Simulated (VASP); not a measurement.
Write the native input for VASP 6.6.1 that does the following.

```yaml
Task: relaxation of cell and atoms
Functional: PBEsol
Potentials_or_basis: VASP PAW PBE potentials, release 64 (Re)
Cutoff: 600 eV
k_mesh: 18 × 18 × 18
Occupations: gaussian, width 0.1 eV
Spin: no spin polarisation
Dipole_correction: no
Further_INCAR_settings: ALGO = Normal; EDIFF = 1e-07; IBRION = 2; EDIFFG = -0.002; NSW = 100; ISIF = 3
```

The structure of Re lies in POSCAR:

```
Re
1.0
    0.0000000000      1.9442962850      1.9442962850
    1.9442962850      0.0000000000      1.9442962850
    1.9442962850      1.9442962850      0.0000000000
Re
1
Direct
    0.0000000000      0.0000000000      0.0000000000
```

This isn't the form of Re at room conditions, which is hcp.

The input as run:

INCAR

```
SYSTEM = Re
PREC = Accurate
ENCUT = 600
EDIFF = 1E-7
ISMEAR = 0
SIGMA = 0.1
LREAL = .FALSE.
LASPH = .TRUE.
NELM = 100
ALGO = Normal
ISIF = 3
LWAVE = .FALSE.
LCHARG = .FALSE.
GGA = PS
IBRION = 2
NSW = 100
EDIFFG = -0.002
```

KPOINTS

```
Automatic mesh
0
G
  18 18 18
  0 0 0
```

Potentials or basis: VASP PAW PBE potentials, release 64 (Re).

Run with:

```console
$ cat potpaw_PBE.64/Re/POTCAR > POTCAR
$ mpirun -np 1 vasp_std > vasp.out
```

It gave:

```json
{
  "Relaxed volume": "14.61 Å³/atom",
  "Relaxed cell": "a = 2.744 Å, b = 2.744 Å, c = 2.744 Å, α = 60.00°, β = 60.00°, γ = 60.00°",
  "Space group after relaxing (to 0.05 Å)": "Fm-3m (No. 225)",
  "Energy gained by relaxing": "0.7 meV/atom",
  "Ionic steps": "3",
  "Pressure after relaxing": "0.0 GPa",
  "Band gap on the k mesh": "none (metal or under the smearing width)"
}
```

Caveat: the PAW data sets were made with another functional, which shifts forces and pressure a little.

Run time: 18 s on 1 thread of Intel(R) Xeon(R) 6975P-C (Granite Rapids) (shared host), peak memory 0.17 GiB.
